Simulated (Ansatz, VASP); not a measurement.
## C in VASP and in Ansatz

The input INCAR:

```
PREC = Accurate
ENCUT = 520
EDIFF = 1E-7
ISMEAR = -1
SIGMA = 0.05
LREAL = F
LASPH = T
NELM = 80
ALGO = Normal
ISIF = 2
LWAVE = F
LCHARG = F
GGA = PE
NBANDS = 11
```

The input KPOINTS:

```
Automatic mesh
0
Gamma
  13 13 8
```

The input POSCAR:

```
C
1.0
    2.1553145742     -1.2444459046      0.0000000000
    2.1553145742      1.2444459046      0.0000000000
   -1.3972173651      0.0000000000      3.5489252341
C
2
Direct
    0.1666444700      0.1666444700      0.9999069600
    0.8333555300      0.8333555300      0.0000930400
```

The input input.yaml:

```yaml
crystal:
  lattice:
    - [2.1553145742, -1.2444459046, 0.0]
    - [2.1553145742, 1.2444459046, 0.0]
    - [-1.3972173651, 0.0, 3.5489252341]
  atoms:
    - { symbol: C, position: [0.16664447, 0.16664447, 0.99990696] }
    - { symbol: C, position: [0.83335553, 0.83335553, 9.304e-05] }
hamiltonian:
  xc: pbe
  pseudopotentials: { kind: paw }
kpoints:
  mp_grid: { grid: [13, 13, 8] }
scf:
  occupations: { method: fermi_dirac, width: 0.05 }
output:
  forces: true
  stress: true
  eigenvalues: true
  write_density: true
  write_potential: true
  elf: true
  volumetric_format: npy
```

Change from the starting cell: volume scaled by 1.04.

Alike in both runs: task single point; functional PBE; k mesh 13 × 13 × 8; occupations fermi-dirac, width 0.05 eV; no spin polarisation.

|  | VASP | Ansatz |
| --- | --- | --- |
| version | VASP 6.6.1 | Ansatz 0.2.0 |
| potentials or method | VASP PAW PBE potentials, release 64 (C) | Ansatz PAW |
| plane-wave cutoff (eV) | 520 | 420 |
| valence electrons in the cell | 8 | 8 |

Ansatz gave:

```
gap on the k mesh at the Fermi level (eV)       : 0.92
least direct gap on the mesh (eV)               : 0.93
pressure (GPa)                                  : -6.3
largest component of the traceless stress (GPa) : 8.18
```

Question: Estimate VASP's values.

Answer: gap on the k mesh at the Fermi level (eV): 0.92; least direct gap on the mesh (eV): 0.93; pressure (GPa): -5.9; largest component of the traceless stress (GPa): 7.69.

With one functional, cell and mesh, what is left measures potentials, basis and numerics.

Caveats: this functional lacks dispersion, which binds the layers, so the pressure and a relaxed spacing across them are unreliable; an odd mesh through Γ misses points on the zone boundary, where band edges often lie (VASP); odd divisions of the mesh miss points on the zone boundary, where band edges often lie, so the gap on the mesh can be too wide (Ansatz); the pressure holds a Pulay correction of +0.5 GPa for the finite cutoff (Ansatz).
